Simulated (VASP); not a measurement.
# CdSe (P6_3mc) in VASP: further runs

Runs on CdSe. Level: PBEsol. Tasks: dielectric tensor, electric field gradients.

All numbers are computed with VASP 6.6.1; they aren't measurements. Logs are shortened: lines on timing, memory, paths and dates and some standing lists are left out, and cuts for length are marked.

**Experimental background.**

A printed reference work, data compilation reports, for a bulk crystal of CdSe at 2 K: band gap 1.841 eV.

The runs below are set against these values where they give the same quantity.

### 1 The cell of the first run

Symmetry: P6_3mc, No. 186, hexagonal system. The conventional cell has a = 4.300 Å, b = 4.300 Å, c = 7.020 Å, α = 90.00°, β = 90.00°, γ = 120.00°. Within 3.4 Å of Cd (site symmetry 3m) lie 4 Se at 2.61 to 2.70 Å. Se (site symmetry 3m) has 4 Cd at 2.61 to 2.70 Å within 3.4 Å.

### 2 Dielectric tensor, PBEsol

INCAR

```
PREC     = Accurate       # precision mode
ENCUT    = 520            # plane-wave cutoff, eV
EDIFF    = 1E-8           # SCF threshold, eV
ISMEAR   = 0              # smearing method
SIGMA    = 0.01           # smearing width, eV
LREAL    = False          # projectors in reciprocal space
LASPH    = True           # aspherical terms in the spheres
NELM     = 100            # most SCF steps
ALGO     = Normal         # electronic algorithm
ISIF     = 2              # what is computed and relaxed
LWAVE    = False          # write WAVECAR
LCHARG   = False          # write CHGCAR
GGA      = PS             # functional
LEPSILON = True           # dielectric tensor by DFPT
```

KPOINTS

```
Automatic mesh
0
Gamma
  8 8 4
```

POSCAR

```
CdSe
1.0
    4.3000000000      0.0000000000      0.0000000000
   -2.1500000000      3.7239092363      0.0000000000
    0.0000000000      0.0000000000      7.0200000000
Cd Se
2 2
Direct
    0.3333333333      0.6666666667      0.0000000000
    0.6666666667      0.3333333333      0.5000000000
    0.3333333333      0.6666666667      0.3850000000
    0.6666666667      0.3333333333      0.8850000000
```

Potentials or basis: VASP PAW PBE potentials, release 64 (Cd, Se).

Command:

```console
$ cat potpaw_PBE.64/Cd/POTCAR potpaw_PBE.64/Se/POTCAR > POTCAR
$ mpirun -np 1 vasp_std > vasp.out
```

OUTCAR:

```text
PREC = Accurate
   ENCUT = 520
   EDIFF = 1E-8
   ISMEAR = 0
   LREAL = False
   LASPH = True
   NELM = 100
   ISIF = 2
   GGA = PS
   LEPSILON = True

 ion  position               nearest neighbor table
   1  0.333  0.667  0.000-   4 2.61   4 2.61   4 2.61   3 2.70
   2  0.667  0.333  0.500-   3 2.61   3 2.61   3 2.61   4 2.70
   3  0.333  0.667  0.385-   2 2.61   2 2.61   2 2.61   1 2.70
   4  0.667  0.333  0.885-   1 2.61   1 2.61   1 2.61   2 2.70

  LATTYP: Found a hexagonal cell.
 ALAT       =     4.3000000000
 C/A-ratio  =     1.6325581395

  Lattice vectors:

 A1 = (   4.3000000000,   0.0000000000,   0.0000000000)
 A2 = (  -2.1500000000,   3.7239092363,   0.0000000000)
 A3 = (   0.0000000000,   0.0000000000,   7.0200000000)

Analysis of symmetry for initial positions (statically):
=====================================================================
 Subroutine PRICEL returns:
 Original cell was already a primitive cell.

 Routine SETGRP: Setting up the symmetry group for a
 hexagonal supercell.

 Subroutine GETGRP returns: Found 12 space group operations
 (whereof  6 operations were pure point group operations)
 out of a pool of 24 trial point group operations.

The static configuration has the point symmetry C_3v.
 The point group associated with its full space group is C_6v.

Analysis of symmetry for dynamics (positions and initial velocities):
=====================================================================
 Subroutine PRICEL returns:
 Original cell was already a primitive cell.

 Routine SETGRP: Setting up the symmetry group for a
 hexagonal supercell.

 Subroutine GETGRP returns: Found 12 space group operations
 (whereof  6 operations were pure point group operations)
 out of a pool of 24 trial point group operations.

The dynamic configuration has the point symmetry C_3v.
 The point group associated with its full space group is C_6v.

 Subroutine INISYM returns: Found 12 space group operations
 (whereof  6 operations are pure point group operations),
 and found     1 'primitive' translations

----------------------------------------------------------------------------------------

                                     Primitive cell

  volume of cell :     112.4099

  direct lattice vectors                    reciprocal lattice vectors
     4.300000000  0.000000000  0.000000000     0.232558140  0.134267504  0.000000000
    -2.150000000  3.723909236  0.000000000     0.000000000  0.268535009  0.000000000
     0.000000000  0.000000000  7.020000000     0.000000000  0.000000000  0.142450142

  length of vectors
     4.300000000  4.300000000  7.020000000     0.268535009  0.268535009  0.142450142

  position of ions in fractional coordinates (direct lattice)
     0.333333333  0.666666667  0.000000000
     0.666666667  0.333333333  0.500000000
     0.333333333  0.666666667  0.385000000
     0.666666667  0.333333333  0.885000000

  ion indices of the primitive-cell ions
   primitive index   ion index
                 1           1
                 2           2
                 3           3
                 4           4

----------------------------------------------------------------------------------------

 KPOINTS: Automatic mesh

Automatic generation of k-mesh.
 Grid dimensions read from file:
 generate k-points for:    8    8    4

 Generating k-lattice:

  Cartesian coordinates                     Fractional coordinates (reciprocal lattice)
     0.029069767  0.016783438  0.000000000     0.125000000  0.000000000  0.000000000
     0.000000000  0.033566876  0.000000000     0.000000000  0.125000000  0.000000000
     0.000000000  0.000000000  0.035612536     0.000000000  0.000000000  0.250000000

  Length of vectors
     0.033566876  0.033566876  0.035612536

  Shift w.r.t. Gamma in fractional coordinates (k-lattice)
     0.000000000  0.000000000  0.000000000

[... 81 lines left out ...]
 non-spin polarized calculation
 Gauss-broadening in eV      SIGMA  =   0.01
  energy-cutoff  :      520.00
  volume of cell :      112.41
 maximum number of plane-waves:      3042
 NGX is ok and might be reduce to    32
   NGX = 15   NGY = 15   NGZ = 27

--------------------------------------- Ionic step        1  -------------------------------------------

 number of electron      35.9999998 magnetization

 E-fermi :   0.8664     XC(G=0):  -9.0937

 val. band max:        0.8061269049   @ k =   0.0000   0.0000   0.0000
 cond. band min:       1.3858113080   @ k =   0.0000   0.0000   0.0000
 fundamental gap:      0.5796844031
 Fermi energy:         0.8663987410

 k-point     1 :       0.0000    0.0000    0.0000
  band No.  band energies     occupation
      1     -11.8180      2.00000
      2     -11.4443      2.00000
      3      -7.1082      2.00000
      4      -7.1082      2.00000
      5      -7.0524      2.00000
      6      -7.0524      2.00000
[... 589 lines left out ...]
     21       5.6039      0.00000
     22       5.6039      0.00000

 [... further k-points ...]

  FORCE on cell =-STRESS in cart. coord.  units (eV):
  Direction    XX          YY          ZZ          XY          YZ          ZX
  --------------------------------------------------------------------------------------
  -------------------------------------------------------------------------------------
  Total        0.7938963      0.7938963     -0.5340680      0.0000000      0.0000000      0.0000000
  in kB       11.3153943     11.3153943     -7.6120646      0.0000000      0.0000000      0.0000000
  external PRESSURE =       5.0062414 kB  Pullay stress =       0.0000000 kB

 VOLUME and BASIS-vectors are now :
 -----------------------------------------------------------------------------
  energy-cutoff  :      520.00
  volume of cell :      112.41
      direct lattice vectors                 reciprocal lattice vectors
     4.300000000  0.000000000  0.000000000     0.232558140  0.134267504  0.000000000
    -2.150000000  3.723909236  0.000000000     0.000000000  0.268535009  0.000000000
     0.000000000  0.000000000  7.020000000     0.000000000  0.000000000  0.142450142

 POSITION                                       TOTAL-FORCE (eV/Angst)
 -----------------------------------------------------------------------------------
     -0.00000      2.48261      0.00000        -0.000000      0.000000      0.274229
      2.15000      1.24130      3.51000         0.000000     -0.000000      0.274229
     -0.00000      2.48261      2.70270         0.000000     -0.000000     -0.274229
      2.15000      1.24130      6.21270         0.000000      0.000000     -0.274229
 -----------------------------------------------------------------------------------
    total drift:                               -0.000000     -0.000000      0.000086

  FREE ENERGIE OF THE ION-ELECTRON SYSTEM (eV)
  ---------------------------------------------------
  free  energy   TOTEN  =       -12.3317984138 eV

  energy  without entropy=      -12.3317984138  energy(sigma->0) =      -12.33179841

 HEAD OF MICROSCOPIC STATIC DIELECTRIC TENSOR (INDEPENDENT PARTICLE, excluding Hartree and local field effects)
 ------------------------------------------------------
          12.225724     0.000000     0.000000
           0.000000    12.225724    -0.000000
           0.000000     0.000000    12.311814
 ------------------------------------------------------

 Free energy of the ion-electron system (eV)
  ---------------------------------------------------
  ---------------------------------------------------
  free energy    TOTEN  =        -3.53330544 eV

  energy without entropy =       -3.53330544

------------------------ aborting loop because EDIFF is reached ----------------------------------------

--------------------------------------- Ionic step        2  -------------------------------------------

------------------------ aborting loop because EDIFF is reached ----------------------------------------

--------------------------------------- Ionic step        3  -------------------------------------------

 Free energy of the ion-electron system (eV)
  ---------------------------------------------------
  ---------------------------------------------------
  free energy    TOTEN  =        -3.57315301 eV

  energy without entropy =       -3.57315301

------------------------ aborting loop because EDIFF is reached ----------------------------------------

 PIEZOELECTRIC TENSOR FIELD DIRECTION 3  (e Angst)
 -----------------------------------------------------------------------------
     2.49894  0.00000 -0.00000           ( -0.03172  0.00000  0.00000)
     0.00000  2.49894 -0.00000           (  0.00000 -0.03172  0.00000)
     0.00000 -0.00000 -5.85299           (  0.00000  0.00000  0.07862)

 PIEZOELECTRIC TENSOR FIELD DIRECTION 3  (C/m^2)
 -----------------------------------------------------------------------------
     0.35617  0.00000 -0.00000
     0.00000  0.35617 -0.00000
     0.00000 -0.00000 -0.83423

 MACROSCOPIC STATIC DIELECTRIC TENSOR (including local field effects in DFT)
 ------------------------------------------------------
          11.826535     0.000000     0.000000
           0.000000    11.826535     0.000000
           0.000000     0.000000    11.946240
 ------------------------------------------------------

 PIEZOELECTRIC TENSOR (including local field effects)  for field in x, y, z        (e  Angst)
          XX          YY          ZZ          XY          YZ          ZX
  --------------------------------------------------------------------------------
  x    -0.00000     0.00000     0.00000    -0.00000     0.00000     2.62895
  y     0.00000     0.00000     0.00000     0.00000     2.62894     0.00000
  z     2.49894     2.49894    -5.85299     0.00000     0.00000    -0.00000

 PIEZOELECTRIC TENSOR (including local field effects)  for field in x, y, z        (C/m^2)
          XX          YY          ZZ          XY          YZ          ZX
  --------------------------------------------------------------------------------
  x    -0.00000     0.00000     0.00000    -0.00000     0.00000     0.37470
  y     0.00000     0.00000     0.00000     0.00000     0.37470     0.00000
  z     0.35617     0.35617    -0.83423     0.00000     0.00000    -0.00000

 BORN EFFECTIVE CHARGES (including local field effects) (in |e|, cummulative output)
 ---------------------------------------------------------------------------------
 ion    1
    1     2.25390    -0.00000     0.00000
    2     0.00000     2.25390     0.00000
    3     0.00000     0.00000     2.35314
 ion    2
    1     2.25390     0.00000     0.00000
    2     0.00000     2.25390     0.00000
    3     0.00000    -0.00000     2.35314
 ion    3
    1    -2.25390     0.00000     0.00000
    2    -0.00000    -2.25390     0.00000
    3     0.00000     0.00000    -2.35314
 ion    4
    1    -2.25390     0.00000     0.00000
    2     0.00000    -2.25390     0.00000
    3     0.00000    -0.00000    -2.35314
```

Wall time 6.7 min (1 thread of Intel Xeon 6975P-C (Granite Rapids), shared host); peak memory 0.56 GiB.

What came out:

```yaml
Band_gap_on_the_k_mesh: 0.58 eV
Electronic_dielectric_tensor_diagonal: 11.83, 11.83, 11.95
Born_charges_mean_of_the_diagonal: Cd +2.29; Se -2.29 e
```

Electronic dielectric tensor:
```
11.83  0.00  0.00
 0.00 11.83  0.00
 0.00  0.00 11.95
```

Born effective charge tensors (e):
atom 1, Cd
```
2.25 0.00 0.00
0.00 2.25 0.00
0.00 0.00 2.35
```
atom 2, Cd
```
2.25 0.00 0.00
0.00 2.25 0.00
0.00 0.00 2.35
```
atom 3, Se
```
-2.25  0.00  0.00
 0.00 -2.25  0.00
 0.00  0.00 -2.35
```
atom 4, Se
```
-2.25  0.00  0.00
 0.00 -2.25  0.00
 0.00  0.00 -2.35
```

Caveat: the gap is small at this level, which inflates the dielectric constant; the PAW data sets were made with another functional, which shifts forces and pressure a little.

[end of part 1 of 2]
